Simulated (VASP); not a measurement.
Write the native input for VASP 6.6.1 that does the following.

```yaml
Task: relaxation of the atoms
Functional: PBE
Dispersion: D3(BJ)
Potentials_or_basis: VASP PAW PBE potentials, release 64 (Ag)
Cutoff: 520 eV
k_mesh: 7 × 7 × 1
Occupations: fermi-dirac, width 0.05 eV
Spin: no spin polarisation
Dipole_correction: yes
Atoms_held_fixed_from_0: "[0, 1, 2]"
Further_INCAR_settings: ALGO = Fast; EDIFF = 1e-06; IBRION = 2; EDIFFG = -0.01; NSW = 40
```

The structure of Ag lies in POSCAR:

```
Ag
1.0
    2.9460943265      0.0000000000      0.0000000000
   -1.4730471633      2.5513925288      0.0000000000
    0.0000000000      0.0000000000     29.4093000000
Ag
7
Selective dynamics
Direct
    0.0000000000      0.0000000000      0.2550213708  F F F
    0.6666666667      0.3333333333      0.3366377160  F F F
    0.3333333334      0.6666666667      0.4182540611  F F F
    0.6666666667      0.3333333333      0.5000000000  T T T
    0.3333333334      0.6666666667      0.5816163452  T T T
    0.0000000000      0.0000000000      0.6632326903  T T T
    0.3333333334      0.6666666667      0.7449786292  T T T
```

The slab is cut from a database's or a generator's crystal, which needn't be the stable form of the element.

These files were run (other wordings do the same):

INCAR

```
SYSTEM = Ag
ALGO = Fast
DIPOL = 0.5 0.5 0.500
EDIFF = 1E-6
EDIFFG = -0.01
ENCUT = 520
GGA = PE
IBRION = 2
IDIPOL = 3
ISIF = 2
ISMEAR = -1
IVDW = 12
LASPH = .True.
LCHARG = .False.
LDIPOL = .True.
LREAL = .False.
LWAVE = .False.
NELM = 100
NSW = 40
PREC = Accurate
SIGMA = 0.05
```

KPOINTS

```
k-points
0
Gamma
  7 7 1
  0 0 0
```

Potentials or basis: VASP PAW PBE potentials, release 64 (Ag).

Command:

```sh
$ cat potpaw_PBE.64/Ag/POTCAR > POTCAR
$ mpirun -np 1 vasp_std > vasp.out
```

Results of the run:

```json
{
 "Energy gained by relaxing": "6.6 meV/atom",
 "Ionic steps": "18",
 "Band gap on the k mesh": "none (metal or under the smearing width)",
 "Dispersion energy per atom": "-0.490 eV"
}
```

Run time: 11 min on 1 thread of Intel(R) Xeon(R) Platinum 8559C (Emerald Rapids) (shared host), peak memory 0.39 GiB.
